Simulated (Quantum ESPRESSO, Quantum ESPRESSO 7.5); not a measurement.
# Thickness dependence of 2H-MoTe2

What does each added layer of 2H-MoTe2 bring in screening, and what does it do to the gap?

Main program and level: Quantum ESPRESSO 7.5; plane-wave DFT, PBE, GBRV ultrasoft pseudopotentials (geometry by pw.x at PBE-D3(BJ), GBRV ultrasoft).

**1. The starting structure**

The cell holds 3 atoms: 2 Te and 1 Mo. Cell: a = 3.550 Å, b = 3.550 Å, c = 20.774 Å, α = 90.0°, β = 90.0°, γ = 120.0°. It derives from MoTe2. Vacuum lies along c.

**2. Variable-cell relaxation, 1 layer**

Cell and atoms are relaxed with a D3(BJ) correction; only the in-plane cell moves (cell_dofree = 2Dxy), and the cutoff is raised for the stress.

File n1.relax.in:

```
&control
  prefix = 'n1.relax'
  outdir = './out'
  pseudo_dir = './pseudo'
  nstep = 50
  forc_conv_thr = 0.0004
  calculation = 'vc-relax'
  etot_conv_thr = 1e-06
/
&system
  ibrav = 0
  nat = 3
  ntyp = 2
  ecutwfc = 50
  ecutrho = 250
  vdw_corr = 'grimme-d3'
  dftd3_version = 4
  occupations = 'smearing'
  smearing = 'fd'
  degauss = 0.004
/
&electrons
  conv_thr = 1e-09
  mixing_beta = 0.4
  electron_maxstep = 120
  mixing_mode = 'plain'
/
&ions
/
&cell
  cell_dofree = '2Dxy'
  press_conv_thr = 0.3
/
ATOMIC_SPECIES
  Te  127.6000  te_pbe_v1.uspp.F.UPF
  Mo  95.9500  mo_pbe_v1.uspp.F.UPF
CELL_PARAMETERS angstrom
  3.55000000000000 0.00000000000000 0.00000000000000
  -1.77500000000000 3.07439018343476 0.00000000000000
  0.00000000000000 0.00000000000000 20.77410263064833
ATOMIC_POSITIONS crystal
  Te  0.333333333333 0.666666666667 0.409163281376
  Mo  0.000000000000 0.000000000000 0.500000000000
  Te  0.333333333333 0.666666666667 0.590836718624
K_POINTS automatic
  12 12 1 0 0 0
```

Command:

```bash
$ OMP_NUM_THREADS=1 mpirun -n 4 pw.x -nk 4 -in n1.relax.in > n1.relax.out
```

Log:

```text
Program PWSCF v.7.5 starts
[citation notice left out]

     Parallel version (MPI & OpenMP), running on       4 processor cores
     Number of MPI processes:                 4
     Threads/MPI process:                     1

     MPI processes distributed on     1 nodes
[...]
Current dimensions of program PWSCF are:
     Max number of different atomic species (ntypx) = 10
     Max number of k-points (npk) =  40000
     Max angular momentum in pseudopotentials (lmaxx) =  4
     Message from routine setup:
     using ibrav=0 with symmetry is DISCOURAGED, use correct ibrav instead

     K-points division:     npool     =       4
     Subspace diagonalization in iterative solution of the eigenvalue problem:
     a serial algorithm will be used

     G-vector sticks info
     --------------------
     sticks:   dense  smooth     PW     G-vecs:    dense   smooth      PW
     Sum         769     613    187               102101    72849   11767

     Using Slab Decomposition

     bravais-lattice index     =            0
     lattice parameter (alat)  =       6.7085  a.u.
     unit-cell volume          =    1530.0521 (a.u.)^3
     number of atoms/cell      =            3
     number of atomic types    =            2
     number of electrons       =        26.00
     number of Kohn-Sham states=           17
     kinetic-energy cutoff     =      50.0000  Ry
     charge density cutoff     =     250.0000  Ry
     scf convergence threshold =      1.0E-09
     mixing beta               =       0.4000
     number of iterations used =            8  plain     mixing
     energy convergence thresh.=      1.0E-06
     force convergence thresh. =      4.0E-04
     press convergence thresh. =      3.0E-01
     Exchange-correlation= SLA  PW   PBE  PBE
                           (   1   4   3   4   0   0   0)
     nstep                     =           50

     celldm(1)=   6.708528  celldm(2)=   0.000000  celldm(3)=   0.000000
     celldm(4)=   0.000000  celldm(5)=   0.000000  celldm(6)=   0.000000

     crystal axes: (cart. coord. in units of alat)
               a(1) = (   1.000000   0.000000   0.000000 )
               a(2) = (  -0.500000   0.866025   0.000000 )
               a(3) = (   0.000000   0.000000   5.851860 )

     reciprocal axes: (cart. coord. in units 2 pi/alat)
               b(1) = (  1.000000  0.577350 -0.000000 )
               b(2) = (  0.000000  1.154701  0.000000 )
               b(3) = (  0.000000 -0.000000  0.170886 )

     PseudoPot. # 1 for Te read from file:
     ./pseudo/te_pbe_v1.uspp.F.UPF
     Pseudo is Ultrasoft + core correction, Zval =  6.0
     Generated by new atomic code, or converted to UPF format
     Using radial grid of  891 points,  5 beta functions with:
                l(1) =   0
                l(2) =   0
                l(3) =   1
                l(4) =   1
                l(5) =   2
     Q(r) pseudized with  6 coefficients,  rinner =    1.800   1.800   1.800
                                                       1.800   1.800

     PseudoPot. # 2 for Mo read from file:
     ./pseudo/mo_pbe_v1.uspp.F.UPF
     Pseudo is Ultrasoft + core correction, Zval = 14.0
     Generated by new atomic code, or converted to UPF format
     Using radial grid of  889 points,  6 beta functions with:
                l(1) =   0
                l(2) =   0
                l(3) =   1
                l(4) =   1
                l(5) =   2
                l(6) =   2
     Q(r) pseudized with  6 coefficients,  rinner =    1.000   1.000   1.000
                                                       1.000   1.000

     atomic species   valence    mass     pseudopotential
     Te                6.00   127.60000     Te( 1.00)
     Mo               14.00    95.95000     Mo( 1.00)

     12 Sym. Ops. (no inversion) found

   Cartesian axes

     site n.     atom                  positions (alat units)
         1        Te     tau(   1) = (  -0.0000000   0.5773503   2.3943662  )
         2        Mo     tau(   2) = (   0.0000000   0.0000000   2.9259299  )
         3        Te     tau(   3) = (  -0.0000000   0.5773503   3.4574937  )

     --------------------------------------------
     DFT-D3 Dispersion Correction (3-body terms):
     --------------------------------------------
       Reference C6 values for interpolation:

         atom   Coordination number   C6
         Mo         0.000          1691.79
         Mo         1.942          1004.01
         Mo        11.056           674.22
         Te         0.000           851.07
         Te         0.981           850.20
         Te         1.964           837.16

       Values used:

         atom   Coordination number  R0_AB[au]  C6      C8
         Te         4.398            3.676    837.16  84978.05
         Mo         7.294            3.547    674.21  77634.20
         Te         4.398            3.676    837.16  84978.05

         Molecular C6 ( Ry / a.u.^6 ) =      7025.83

     number of k points=    19  Fermi-Dirac smearing, width (Ry)=  0.0040
                       cart. coord. in units 2pi/alat
        k(    1) = (   0.0000000   0.0000000   0.0000000), wk =   0.0138889
        k(    2) = (   0.0000000   0.0962250   0.0000000), wk =   0.0833333
        k(    3) = (   0.0000000   0.1924501   0.0000000), wk =   0.0833333
        k(    4) = (   0.0000000   0.2886751   0.0000000), wk =   0.0833333
        k(    5) = (   0.0000000   0.3849002   0.0000000), wk =   0.0833333
        k(    6) = (   0.0000000   0.4811252   0.0000000), wk =   0.0833333
        k(    7) = (   0.0000000  -0.5773503   0.0000000), wk =   0.0416667
        k(    8) = (   0.0833333   0.1443376   0.0000000), wk =   0.0833333
        k(    9) = (   0.0833333   0.2405626   0.0000000), wk =   0.1666667
        k(   10) = (   0.0833333   0.3367877   0.0000000), wk =   0.1666667
[...]
k(   19) = (   0.3333333   0.5773503   0.0000000), wk =   0.0277778

     Dense  grid:   102101 G-vectors     FFT dimensions: (  36,  36, 200)

     Smooth grid:    72849 G-vectors     FFT dimensions: (  32,  32, 180)

     Estimated max dynamical RAM per process >     167.44 MB

     Estimated total dynamical RAM >     594.99 MB

     Initial potential from superposition of free atoms

     starting charge      25.9985, renormalised to      26.0000

     negative rho (up, down):  2.539E-03 0.000E+00
     Starting wfcs are   21 randomized atomic wfcs

     total cpu time spent up to now is        1.5 secs

     per-process dynamical memory:    85.0 Mb

     Self-consistent Calculation

     iteration #  1     ecut=    50.00 Ry     beta= 0.40
[...]
Davidson diagonalization with overlap
     ethr =  1.00E-06,  avg # of iterations =  6.0

     negative rho (up, down):  2.457E-03 0.000E+00

     total cpu time spent up to now is       42.8 secs

     total energy              =    -192.47320291 Ry
     estimated scf accuracy    <       0.00043017 Ry

[...]
iteration #  8     ecut=    50.00 Ry     beta= 0.40
[...]
negative rho (up, down):  2.451E-03 0.000E+00

[...]
End of self-consistent calculation

[...]
the Fermi energy is     0.6948 ev

!    total energy              =    -192.47338337 Ry
     estimated scf accuracy    <          3.4E-10 Ry
     smearing contrib. (-TS)   =      -0.00000029 Ry
     internal energy E=F+TS    =    -192.47338308 Ry

     The total energy is F=E-TS. E is the sum of the following terms:
     one-electron contribution =    -904.06197026 Ry
     hartree contribution      =     453.18941788 Ry
     xc contribution           =     -48.26908545 Ry
     ewald contribution        =     306.75317580 Ry
     DFT-D3 Dispersion         =      -0.08492105 Ry

     convergence has been achieved in   8 iterations

     negative rho (up, down):  2.451E-03 0.000E+00

     Forces acting on atoms (cartesian axes, Ry/au):

     atom    1 type  1   force =    -0.00000000   -0.00000000    0.01574778
     atom    2 type  2   force =     0.00000000    0.00000000    0.00000000
     atom    3 type  1   force =     0.00000000    0.00000000   -0.01574778

     Total force =     0.022271     Total SCF correction =     0.000016

     Computing stress (Cartesian axis) and pressure

     negative rho (up, down):  2.451E-03 0.000E+00
          total   stress  (Ry/bohr**3)                   (kbar)     P=       -7.55
  -0.00004045   0.00000000  -0.00000000           -5.95        0.00       -0.00
  -0.00000000  -0.00004045  -0.00000000           -0.00       -5.95       -0.00
   0.00000000   0.00000000  -0.00007314            0.00        0.00      -10.76

     Energy error            =      2.3E-03 Ry
     Gradient error          =      1.6E-02 Ry/Bohr
     Cell gradient error     =      5.9E+00 kbar

     number of scf cycles    =   3
     number of bfgs steps    =   2

     enthalpy           old  =    -192.4711323360 Ry
     enthalpy           new  =    -192.4733833689 Ry

     CASE: enthalpy          _new < enthalpy          _old

     new trust radius        =       0.0551984210 bohr
     new conv_thr            =       0.0000000004 Ry

     new unit-cell volume =   1504.47732 a.u.^3 (   222.94054 Ang^3 )
     density =      2.61549 g/cm^3

CELL_PARAMETERS (angstrom)
   3.520205930  -0.000000000   0.000000000
  -1.760102965   3.048587762   0.000000000
   0.000000000   0.000000000  20.774102631

ATOMIC_POSITIONS (crystal)
Te               0.3333333333        0.6666666667        0.4125961126
Mo              -0.0000000000       -0.0000000000        0.5000000000
Te               0.3333333333        0.6666666667        0.5874038874

[...]
NEW-OLD atomic charge density approx. for the potential
     New effective cutoffs (rho, wfc):  254.08   50.84

     negative rho (up, down):  2.391E-03 0.000E+00

     total cpu time spent up to now is       55.0 secs

     per-process dynamical memory:    90.3 Mb

[...]
!    total energy              =    -192.47438955 Ry
[...]
Total force =     0.002352     Total SCF correction =     0.000029
[...]
number of bfgs steps    =   3
[...]
new trust radius        =       0.0047937239 bohr
[...]
!    total energy              =    -192.47439779 Ry
[...]
Total force =     0.000187     Total SCF correction =     0.000011
[...]
number of bfgs steps    =   4
[...]
new trust radius        =       0.0004515978 bohr
[...]
!    total energy              =    -192.47439819 Ry
[...]
Total force =     0.000208     Total SCF correction =     0.000004
[...]
Self-consistent Calculation

     iteration #  1     ecut=    50.00 Ry     beta= 0.40
     Davidson diagonalization with overlap
     ethr =  1.00E-06,  avg # of iterations = 10.7

     negative rho (up, down):  2.675E-03 0.000E+00

     total cpu time spent up to now is      100.3 secs

     total energy              =    -192.18836518 Ry
     estimated scf accuracy    <       0.62006024 Ry

[...]
iteration # 16     ecut=    50.00 Ry     beta= 0.40
[...]
negative rho (up, down):  2.574E-03 0.000E+00

[...]
End of self-consistent calculation

          k = 0.0000 0.0000 0.0000 (  9011 PWs)   bands (ev):

   -60.5833 -34.7458 -34.6094 -34.6094 -12.5384 -11.6247  -4.8989  -1.7137
    -1.4671  -1.4671  -0.6950  -0.6950  -0.3968   3.2602   3.2602   3.5159
     3.5159

          k = 0.0000 0.0970 0.0000 (  9023 PWs)   bands (ev):

   -60.5827 -34.7440 -34.6181 -34.6115 -12.4413 -11.5559  -4.7919  -1.8718
    -1.6892  -1.3871  -0.8266  -0.6464  -0.3989   2.8543   2.9398   3.3049
     3.3432

          k = 0.0000 0.1940 0.0000 (  9017 PWs)   bands (ev):

   -60.5809 -34.7390 -34.6416 -34.6170 -12.1591 -11.3566  -4.4959  -2.2823
    -2.2556  -1.1606  -1.1473  -0.7395  -0.4628   2.0729   2.3305   2.8259
     3.5183

          k = 0.0000 0.2911 0.0000 (  9027 PWs)   bands (ev):

   -60.5785 -34.7323 -34.6735 -34.6245 -11.7226 -11.0508  -4.1296  -3.0678
    -2.8453  -1.5205  -1.0947  -0.8316  -0.6751   1.5983   2.3167   2.3508
     3.6691

          k = 0.0000 0.3881 0.0000 (  8999 PWs)   bands (ev):

   -60.5762 -34.7256 -34.7052 -34.6321 -11.1981 -10.6912  -4.3255  -3.5970
    -3.4011  -1.8429  -1.3952  -0.8481  -0.4797   1.5760   1.9190   2.7492
     3.7512

          k = 0.0000 0.4851 0.0000 (  8991 PWs)   bands (ev):

   -60.5744 -34.7282 -34.7207 -34.6376 -10.7209 -10.3770  -5.0266  -4.2421
    -3.2606  -2.0555  -1.5384  -0.7513  -0.2119   1.6909   1.7570   3.1825
     3.7810

[...]
the Fermi energy is     0.7156 ev

!    total energy              =    -192.47439539 Ry
     estimated scf accuracy    <          8.4E-13 Ry
     smearing contrib. (-TS)   =      -0.00000019 Ry
     internal energy E=F+TS    =    -192.47439521 Ry

     The total energy is F=E-TS. E is the sum of the following terms:
     one-electron contribution =    -915.10716045 Ry
     hartree contribution      =     458.73264470 Ry
     xc contribution           =     -48.31944498 Ry
     ewald contribution        =     312.30561964 Ry
     DFT-D3 Dispersion         =      -0.08605412 Ry

     convergence has been achieved in  16 iterations

     negative rho (up, down):  2.574E-03 0.000E+00

     Forces acting on atoms (cartesian axes, Ry/au):

     atom    1 type  1   force =     0.00000000    0.00000000   -0.00014019
     atom    2 type  2   force =    -0.00000000   -0.00000000    0.00000000
     atom    3 type  1   force =     0.00000000    0.00000000    0.00014019

     Total force =     0.000198     Total SCF correction =     0.000001

     Computing stress (Cartesian axis) and pressure

     negative rho (up, down):  2.574E-03 0.000E+00
          total   stress  (Ry/bohr**3)                   (kbar)     P=       -0.20
  -0.00000207  -0.00000000  -0.00000000           -0.30       -0.00       -0.00
  -0.00000000  -0.00000207   0.00000000           -0.00       -0.30        0.00
  -0.00000000   0.00000000   0.00000005           -0.00        0.00        0.01

[...]
=------------------------------------------------------------------------------=
   JOB DONE.
=------------------------------------------------------------------------------=
```

It took 2.1 min on 4 MPI ranks of Arm Neoverse V1, shared host; peak memory 0.76 GiB.

The steps of the relaxation:

```csv
step,energy less that of the first step (eV),largest force (eV/Å),volume (Å³)
1,0.0000,0.9741,226.73
2,-0.0417,0.7137,225.68
3,-0.0723,0.4049,224.51
4,-0.0860,0.0428,222.94
5,-0.0861,0.0034,223.05
6,-0.0861,0.0038,223.02
7,-0.0861,0.0036,223.02
```

```csv
cell as run,before,after,change
a (Å),3.550,3.521,-0.8 %
b (Å),3.550,3.521,-0.8 %
```

The atoms that moved most (Å, along periodic axes as changes of fractional coordinates times the final cell, across vacuum about the mean position):

```csv
atom,dx,dy,dz,length
Te3,0.000,0.000,-0.069,0.069
Te1,0.000,0.000,0.069,0.069
```

Final coordinates:

```cif
data_structure
_symmetry_space_group_name_H-M 'P 1'
_symmetry_Int_Tables_number 1
_cell_length_a 3.5208
_cell_length_b 3.5208
_cell_length_c 20.7741
_cell_angle_alpha 90.000
_cell_angle_beta 90.000
_cell_angle_gamma 120.000
_cell_volume 223.02
loop_
_atom_site_label
_atom_site_type_symbol
_atom_site_fract_x
_atom_site_fract_y
_atom_site_fract_z
_atom_site_occupancy
Te1 Te 0.33333 0.66667 0.41247 1
Mo2 Mo 0.00000 0.00000 0.50000 1
Te3 Te 0.33333 0.66667 0.58753 1
```

 The last row is no step: it is a fresh SCF in the final cell with a new plane-wave basis, +0 meV from the row before.

Read from the output:

```
free energy  : -2618.7476 eV
Fermi energy : 0.7156 eV
```

(Part 1 of 8 ends here.)

[Logs are printed without paths, hosts, clocks, repeated set-up lines and the standing remarks that a program may print on its own settings, such as how far it seeks lower states.]

[Hosts, paths, dates, database ids (printed as entryN), source tags and the programs' standing remarks are cut or masked in the printed files.]

[Maps of the electrostatic potential energy from Ansatz leave out the sawtooth potential of an applied field or a dipole correction, so their vacuum need not be flat; planar profiles and work functions include it.]
